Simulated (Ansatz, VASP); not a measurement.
# One calculation of MgO, two programs

```
Mg O
1.0
     3.32582    0.00000    0.00000
    -1.66291    2.88024    0.00000
     0.00000    0.00000    4.95215
Mg O
2 2
Direct
  0.33333 0.66667 0.98005
  0.66667 0.33333 0.48005
  0.33333 0.66667 0.40094
  0.66667 0.33333 0.90094
```

Alike in both runs: task single point; functional PBEsol; k mesh 9 × 9 × 6; occupations gaussian, width 0.05 eV; no spin polarisation.

|  | VASP | Ansatz |
| --- | --- | --- |
| version | VASP 6.6.1 | Ansatz 0.2.0 |
| potentials or method | VASP PAW PBE potentials, release 64 (Mg, O) | scalar-relativistic, plane waves, PAW |
| plane-wave cutoff (eV) | 520 | 520 |
| valence electrons in the cell | 16 | 32 |

Ansatz gave:

| Item | Value |
| --- | --- |
| gap on the k mesh at the Fermi level (eV) | 3.16 |
| least direct gap on the mesh (eV) | 3.16 |
| pressure (GPa) | -0.7 |
| largest component of the traceless stress (GPa) | 4.58 |
| rms of the force components (eV/Å) | 0.216 |

Question: Estimate VASP's values.

Answer: gap on the k mesh at the Fermi level (eV): 3.15; least direct gap on the mesh (eV): 3.15; pressure (GPa): -1.0; largest component of the traceless stress (GPa): 4.61; rms of the force components (eV/Å): 0.219.

Atom by atom the forces differ by 0.004 eV/Å (rms over components). The functional is the same, so the differences come from potentials, cutoffs and numerics. The two sets of potentials don't hold the same shells in valence. Ansatz warned: «pseudo_functional_mismatch».

Caveats: the PAW data sets were made with another functional, which shifts forces and pressure a little (VASP); an odd mesh through Γ misses points on the zone boundary, where band edges often lie.
